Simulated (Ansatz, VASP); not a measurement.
# Cr in VASP and in Ansatz

```
Cr
1.0
     2.65860    0.00000    0.00000
    -1.32930    2.30241    0.00000
     0.00000    0.00000    4.31997
Cr
2
Direct
  0.66667 0.33333 0.75000
  0.33333 0.66667 0.25000
```

This isn't the form of Cr at room conditions, which is bcc.

Alike in both runs: task single point; functional PBEsol; k mesh 11 × 11 × 6; occupations fermi-dirac, width 0.05 eV; collinear spin.

|  | VASP | Ansatz |
| --- | --- | --- |
| version | VASP 6.6.1 | Ansatz 0.2.0 |
| potentials or method | VASP PAW PBE potentials, release 64 (Cr_pv) | Ansatz PAW |
| plane-wave cutoff (eV) | 520 | 420 |
| valence electrons in the cell | 24 | 28 |

```csv
,VASP,Ansatz,Ansatz less VASP
gap on the k mesh at the Fermi level (eV),none,none,-
pressure (GPa),-26.8,-26.7,+0.09
largest component of the traceless stress (GPa),5.82,6.42,+0.605
net moment per atom (μB),0.45,0.38,-0.070
size of the moment on the site where the two differ most (μB),0.41,0.34,-0.072
```

Site moments also hang on the region over which each program counts them. A gap of «none» marks a metal or a gap that the smearing closes. The two sets of potentials don't hold the same shells in valence.

Caveats: so large a pressure means that the cell lies far from this level's equilibrium, or that cutoff or potentials fall short (VASP); the potentials were made for another functional, which shifts forces and pressure (VASP); the PAW data sets come from PBE, with cores solved anew for the run's functional, which leaves a small shift of forces and pressure (Ansatz).
